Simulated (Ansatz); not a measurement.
Theory: DFT PBE, scalar-relativistic, plane waves, PAW (Ansatz). Settings: cutoff 420 eV, Γ-centred meshes spaced at most about 0.3 Å⁻¹ (2π included), Gaussian smearing. No spin polarisation in the final relaxations.

These are static total energies at zero pressure.

Two forms of NaF were relaxed alike.

1.

```
Na F
1.0
     5.62135    0.00000    0.00000
     0.00000    3.27948    0.00000
    -2.76627    0.00000    4.91905
Na F
3 3
Direct
  0.54128 0.50000 0.87389
  0.83436 0.00000 0.54164
  0.20880 0.00000 0.16714
  0.79377 0.00000 0.12783
  0.12459 0.50000 0.83116
  0.49721 0.50000 0.45833
```

2.

```
Na F
1.0
     4.92122    2.84127    1.02482
    -4.92122    2.84127    1.02482
     0.00000   -5.68253    1.02482
Na F
3 3
Direct
  0.35017 0.35017 0.03972
  0.35017 0.03972 0.35017
  0.03972 0.35017 0.35017
  0.64953 0.64953 0.96088
  0.64953 0.96088 0.64953
  0.96088 0.64953 0.64953
```

Task: Which would you expect to be lower, and how large is the difference?

Result: Cell 1 is lower, by 17 meV/atom. Cell 1 has space group Pm (No. 6), 15.1 Å³/atom and a gap of 5.44 eV on its mesh; cell 2 has space group R3m (No. 160), 14.3 Å³/atom and a gap of 5.47 eV. Counting F atoms around Na (those within 1.25 times the shortest such distance or 1.15 times the sum of covalent radii; a slash parts the counts of unlike sites), cell 1 has Na 4/5 and cell 2 has Na 5. The lower one is the more open, so pressure narrows the difference. In cell 1, Na on its first site has 4 F at 2.18–2.23 Å; Na on its second site has 5 F at 2.23–2.37 Å; F on its first site has 4 Na at 2.18–2.23 Å; 3 more sites not described. In cell 2, Na is surrounded by 5 F at 2.21–2.36 Å; around F lie 5 Na at 2.21–2.36 Å. Both come from invented guesses. The part of the Crystallography Open Database at hand lists NaF in space group No. 225, which no cell shown has.

Kohn–Sham gaps at this level usually fall short of measured ones. A magnetic state wasn't ruled out in cells without spin, among them Pm. Cells relaxed within their symmetry can be saddle points.
